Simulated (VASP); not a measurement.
AlO:

```
Al O
1.0
     2.76919    0.00000    0.00000
     0.00000    2.76919    0.00000
     0.00000    0.00000    2.76919
Al O
1 1
Direct
  0.50000 0.50000 0.50000
  0.00000 0.00000 0.00000
```

The cell was built by a generator and needn't be a form met in nature.

| Item | Value |
| --- | --- |
| Program | VASP 6.6.1 |
| Task | relaxation of cell and atoms |
| Functional | r2SCAN50 |
| Potentials or basis | VASP PAW PBE potentials, release 64 (Al, O) |
| Cutoff | 600 eV |
| k mesh | 5 × 5 × 5 |
| Occupations | gaussian, width 0.05 eV |
| Spin | no spin polarisation |

At the start: pressure -12.9 GPa; volume 10.62 Å³/atom.

Problem. How do energy, volume and symmetry change on relaxing?

Solution. Over 3 steps the energy falls by 38.1 meV/atom and the volume is 9.74 Å³/atom (-8.3 %); space group Pm-3m (No. 221, to 0.05 Å).

Step by step:
```tsv
step	energy change (eV)	largest force (eV/Å)	pressure (GPa)	volume (Å³)
1	0.0000	0.0000	-12.89	21.24
2	-0.0589	0.0000	7.50	18.72
3	-0.0762	0.0000	-0.03	19.47
```

Final structure:
```
Al O
1.0
     2.69035    0.00000    0.00000
     0.00000    2.69035    0.00000
     0.00000    0.00000    2.69035
Al O
1 1
Direct
  0.50000 0.50000 0.50000
  0.00000 0.00000 0.00000
```

Caveat: the k mesh is coarse (spacing up to 0.45 Å⁻¹), so the values aren't converged, least of all with exact exchange; the PAW data sets were made with another functional, which shifts forces and pressure a little; an odd number of electrons without spin polarisation forces a metal; a magnetic or distorted state may lie lower.
